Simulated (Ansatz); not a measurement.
# InSe (C2/m), one atom moved along a line

Level of theory: DFT PBEsol, scalar-relativistic, plane waves, PAW (Ansatz 0.2.0). The runs took a 420 eV cutoff, a Γ-centred 8×8×6 mesh and Gaussian smearing (0.05 eV). No spin polarisation. Energies are free energies at this smearing, counted from the undisturbed cell; pressure is positive in compression.

The undisturbed cell (relaxed at this level; this form isn't the usual structure):

```xyz
4
Lattice="5.8749 -2.0553 -0.0053 5.8749 2.0553 -0.0053 -1.6051 0.0000 4.2721" Properties=species:S:1:pos:R:3 pbc="T T T"
In   10.3614    0.0000    0.1147
In   -0.2167    0.0000    4.1468
Se    6.6696    0.0000    2.7165
Se    3.4751    0.0000    1.5450
```

Atom 3 (Se) is moved by x along the Cartesian unit vector (0.781, 0.000, 0.625); the cell and all other atoms stay fixed.

| x (Å) | ΔE (meV/cell) | force along x on the moved atoms (eV/Å) | pressure (GPa) | gap on the mesh (eV) |
| --- | --- | --- | --- | --- |
| -0.3000 | 199.4 | 1.16 | ? | ? |
| -0.2400 | 134.4 | 1.00 | -1.0 | 0.33 |
| -0.1800 | 79.9 | 0.81 | -0.8 | 0.40 |
| -0.0600 | ? | 0.32 | ? | 0.58 |
| 0.0000 | 0.0 | 0.00 | 0.0 | 0.69 |
| 0.1200 | 49.4 | -0.88 | 1.0 | 0.89 |
| 0.2400 | 229.5 | -2.21 | 2.5 | 1.04 |
| 0.3000 | 388.4 | -3.11 | 3.5 | 1.12 |

**Question.** Give the withheld values.

**Answer.** pressure (GPa) at x (Å) = -0.3000: -1.1; gap on the mesh (eV) at x (Å) = -0.3000: 0.21; ΔE (meV/cell) at x (Å) = -0.0600: 10.0; pressure (GPa) at x (Å) = -0.0600: -0.4.

Cost: 8 runs of about 5 core-minutes in all, on Intel Xeon Processor @ 2.70GHz (shared hosts).